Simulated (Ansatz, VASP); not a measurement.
Two plane-wave programs on Pd

INCAR

```
SYSTEM = Pd
PREC     = Accurate       ! precision mode
ENCUT    = 520            ! plane-wave cutoff, eV
EDIFF    = 1E-7           ! SCF threshold, eV
ISMEAR   = 0              ! smearing method
SIGMA    = 0.1            ! smearing width, eV
LREAL    = .False.        ! projectors in reciprocal space
LASPH    = .True.         ! aspherical terms in the spheres
NELM     = 150            ! most SCF steps
ALGO     = Fast           ! electronic algorithm
ISIF     = 2              ! what is computed and relaxed
LWAVE    = .False.        ! write WAVECAR
LCHARG   = .True.         ! write CHGCAR
ISPIN    = 2              ! spin polarisation
MAGMOM   = 0.43 0.43      ! initial moments
LORBIT   = 11             ! projections on sites
LMAXMIX  = 4              ! l up to which the mixer works
GGA      = PE             ! functional
LELF     = .True.         ! ELF
LVHAR    = .True.       
NBANDS   = 21             ! bands
```

File KPOINTS:

```
Automatic mesh
0
Gamma
  6 6 4
  0 0 0
```

Contents of POSCAR:

```
Pd
1.0
    3.1361415418      0.0000000000      0.0000000000
   -1.5680707709      2.7159782451      0.0000000000
    0.0000000000      0.0000000000      5.2150181114
Pd
2
Direct
    0.6666666667      0.3333333333      0.7500000000
    0.3333333333      0.6666666667      0.2500000000
```

Input for Ansatz:

```yaml
crystal:
  lattice:
    - [3.1361415418, 0.0, 0.0]
    - [-1.5680707709, 2.7159782451, 0.0]
    - [0.0, 0.0, 5.2150181114]
  atoms:
    - { symbol: Pd, position: [0.6666666667, 0.3333333333, 0.75], spin: 0.43 }
    - { symbol: Pd, position: [0.3333333333, 0.6666666667, 0.25], spin: 0.43 }
basis:
  ecutwfc: 420
kpoints:
  mp_grid: { grid: [6, 6, 4] }
hamiltonian:
  xc: pbe
scf:
  occupations: { method: gaussian, width: 0.1 }
  lower_state_search: "off"
output:
  forces: true
  stress: true
  eigenvalues: true
  populations: true
magnetization:
  spin_polarized: true
```

Alike in both runs: task single point; functional PBE; k mesh 6 × 6 × 4; occupations gaussian, width 0.1 eV; collinear spin.

|  | VASP | Ansatz |
| --- | --- | --- |
| version | VASP 6.6.1 | Ansatz 0.2.0 |
| potentials or method | VASP PAW PBE potentials, release 64 (Pd) | scalar-relativistic, plane waves, PAW |
| plane-wave cutoff (eV) | 520 | 420 |
| valence electrons in the cell | 20 | 36 |

VASP gave:

```
gap on the k mesh at the Fermi level (eV)                     : none
pressure (GPa)                                                : -21.6
largest component of the traceless stress (GPa)               : 0.22
net moment per atom (μB)                                      : 0.51
size of the moment on the site where the two differ most (μB) : 0.52
```

**Question.** Which values does Ansatz return?

**Answer.** gap on the k mesh at the Fermi level (eV): none; pressure (GPa): -21.6; largest component of the traceless stress (GPa): 0.21; net moment per atom (μB): 0.51; size of the moment on the site where the two differ most (μB): 0.52.

Site moments also hang on the region over which each program counts them. A gap of «none» marks a metal or a gap that the smearing closes. The functional is the same, so the differences come from potentials, cutoffs and numerics. The two sets of potentials don't hold the same shells in valence. Ansatz warned: «stability_check_not_made».

Caveats: the k mesh is coarse (spacing up to 0.39 Å⁻¹), so the values aren't converged; so large a pressure means that the cell lies far from this level's equilibrium, or that cutoff or potentials fall short (VASP).
